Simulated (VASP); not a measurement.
# VASP 6.6.1 run: NaCl

INCAR

```
LREAL = .FALSE.
ENCUT = 520
NBANDS = 14
LASPH = .TRUE.
SIGMA = 5
ISIF = 2
NSW = 0
LWAVE = .FALSE.
GGA = PE
EDIFF = 1E-7
ISMEAR = 1
NELM = 78
PREC = Accurate
LCHARG = .FALSE.
IBRION = -1
```

KPOINTS

```
KPOINTS created by Atomic Simulation Environment
0
Gamma
8 8 8
0 0 0
```

POSCAR

```
Na Cl
 1.0000000000000000
     3.4595458397000001    0.0000000000000000    0.0000000000000000
     0.0000000000000000    3.4595458397000001    0.0000000000000000
     0.0000000000000000    0.0000000000000000    3.5733648977999999
 Na  Cl
   1   1
Cartesian
  0.0000000000000000  0.0000000000000000  0.0000000000000000
  1.7297729198500000  1.7297729198500000  1.7866824488999997
```

The recommended PBE PAW datasets give the neutral cell 14 valence electrons.

Command

```
mpirun -np 1 vasp_std
```

OSZICAR

```
N       E                     dE             d eps       ncg     rms          rms(c)
DAV:   1     0.100118260572E+03    0.10012E+03   -0.71437E+03  2106   0.103E+03
DAV:   2     0.274581503986E+01   -0.97372E+02   -0.89472E+02  2318   0.271E+02
DAV:   3    -0.511041359055E+01   -0.78562E+01   -0.77785E+01  2604   0.715E+01
DAV:   4    -0.523262127266E+01   -0.12221E+00   -0.12229E+00  2412   0.954E+00
DAV:   5    -0.523512540245E+01   -0.25041E-02   -0.25068E-02  2732   0.143E+00    0.264E+00
DAV:   6    -0.497309223129E+01    0.26203E+00   -0.37631E-01  2674   0.372E+00    0.196E+00
DAV:   7    -0.495228267980E+01    0.20810E-01   -0.64903E-02  2874   0.151E+00    0.132E+00
DAV:   8    -0.495256811279E+01   -0.28543E-03   -0.10567E-02  2262   0.932E-01    0.445E-01
DAV:   9    -0.495235914338E+01    0.20897E-03   -0.30347E-04  2712   0.137E-01    0.257E-01
DAV:  10    -0.495240834957E+01   -0.49206E-04   -0.34947E-04  2328   0.142E-01    0.481E-02
DAV:  11    -0.495240581704E+01    0.25325E-05   -0.99310E-06  2616   0.303E-02    0.241E-02
DAV:  12    -0.495240574749E+01    0.69556E-07   -0.21932E-06  2328   0.150E-02    0.822E-03
DAV:  13    -0.495240540310E+01    0.34439E-06   -0.20076E-07  2610   0.385E-03    0.417E-04
DAV:  14    -0.495240538384E+01    0.19257E-07    0.45725E-08  1618   0.114E-03
   1 F= -.49524054E+01 E0= -.59075383E+01  d E =0.286540E+01
```

It converged. Results: gap between bands v and c on the k mesh 3.91 eV; least direct gap on the k mesh 4.38 eV; pressure -1.5 GPa. Band v is the last that the valence electrons fill when counted band by band, and c is the next.

Q: Find the fault in these files.

A: Smearing far too wide. On sound settings PBE gives a gap of 3.91 eV on its mesh and a pressure of 0.2 GPa for the intended cell. This run's energy (σ→0) differs from it by 277 meV an atom.
